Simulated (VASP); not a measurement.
The system is SnO2 (Cassiterite).

```
CELL_PARAMETERS angstrom
4.73800 0.00000 0.00000
0.00000 4.73800 0.00000
0.00000 0.00000 3.18650
ATOMIC_POSITIONS crystal
Sn 0.50000 0.50000 0.50000
Sn 0.00000 0.00000 0.00000
O 0.80710 0.19290 0.50000
O 0.69290 0.69290 0.00000
O 0.19290 0.80710 0.50000
O 0.30710 0.30710 0.00000
```

Program: VASP 6.6.1. Alike in all runs: task single point; potentials or basis VASP PAW PBE potentials, release 64 (Sn_d, O); no spin polarisation; cell as given; cutoff (eV) 520.

Problem. Order these runs on this cell by their pressure, lowest first.
A. level PBE; k mesh 5 × 5 × 7; smearing gaussian 0.05 eV; further INCAR settings ALGO = Fast; EDIFF = 1e-07; NBANDS = 35
B. level revPBE; k mesh 6 × 6 × 8; smearing fermi-dirac 0.05 eV; further INCAR settings ALGO = Fast; EDIFF = 1e-06; NBANDS = 35
C. level PBEsol; k mesh 6 × 6 × 8; smearing fermi-dirac 0.05 eV; further INCAR settings ALGO = Fast; EDIFF = 1e-06; NBANDS = 35

Solution. C (5.5 GPa), A (11.8 GPa), B (14.8 GPa).

Caveats: the PAW data sets were made with another functional, which shifts forces and pressure a little (some runs).

Not every run made on this cell is shown here.
